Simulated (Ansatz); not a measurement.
Wanted: the native input for an Ansatz 0.2.0 run.

- Task: band structure
- Functional: LDA
- Potentials or basis: Ansatz PAW
- Cutoff: 420 eV (not typed: the program's choice for these potentials)
- k mesh: 12 × 12 × 2
- Occupations: fermi-dirac, width 0.05 eV
- Spin: no spin polarisation
- Path: [["G", "M", "K", "G", "A", "L", "H", "A"], ["L", "M"], ["K", "H"]]
- Points for each segment of the path: 14

Slab: C, a slab with vacuum.

```
CELL_PARAMETERS angstrom
2.45623 0.00000 0.00000
-1.22811 2.12716 0.00000
0.00000 0.00000 24.13396
ATOMIC_POSITIONS crystal
C 0.66667 0.33333 0.57048
C 0.33333 0.66667 0.42952
C 0.00000 0.00000 0.42953
C 0.00000 0.00000 0.57047
```

The input as run:

input.yaml

```yaml
crystal:
  lattice:
    - [2.456227506, 0.0, 0.0]
    - [-1.228113753, 2.1271554177, 0.0]
    - [0.0, 0.0, 24.1339601687]
  atoms:
    - { symbol: C, position: [0.6666666667, 0.3333333333, 0.57047544] }
    - { symbol: C, position: [0.3333333333, 0.6666666667, 0.42952456] }
    - { symbol: C, position: [0.0, 0.0, 0.42953123] }
    - { symbol: C, position: [0.0, 0.0, 0.57046877] }
hamiltonian:
  xc: lda
  pseudopotentials: { kind: paw }
kpoints:
  mp_grid: { grid: [12, 12, 2] }
  band_path:
    path:
      - [[0.0, 0.0, 0.0], [0.5, 0.0, 0.0], [0.3333333333, 0.3333333333, 0.0], [0.0, 0.0, 0.0], [0.0, 0.0, 0.5], [0.5, 0.0, 0.5], [0.3333333333, 0.3333333333, 0.5], [0.0, 0.0, 0.5]]
      - [[0.5, 0.0, 0.5], [0.5, 0.0, 0.0]]
      - [[0.3333333333, 0.3333333333, 0.0], [0.3333333333, 0.3333333333, 0.5]]
    npoints: 14
scf:
  occupations: { method: fermi_dirac, width: 0.05 }
  n_extra_bands: 10
output:
  forces: true
  stress: true
  eigenvalues: true
  fatbands: true
  write_density: true
  write_potential: true
  elf: true
  volumetric_format: npy
```

Potentials or basis: Ansatz PAW.

Launch:

```bash
$ ansatz run input.yaml --threads 2 --pin off --max-ram 5632MiB --backend cpu --events-out ev --progress --plain --runs-dir out
```

It gave:

```
Largest force           : 0.023 eV/Å
Band gap along the path : none (metal or under the smearing width)
```

Caveat: the PAW data sets come from PBE, with cores solved anew for the run's functional, which leaves a small shift of forces and pressure.

Wall time 9.9 s on 2 threads of Arm Neoverse V1, on a shared host, peak memory 0.41 GiB.
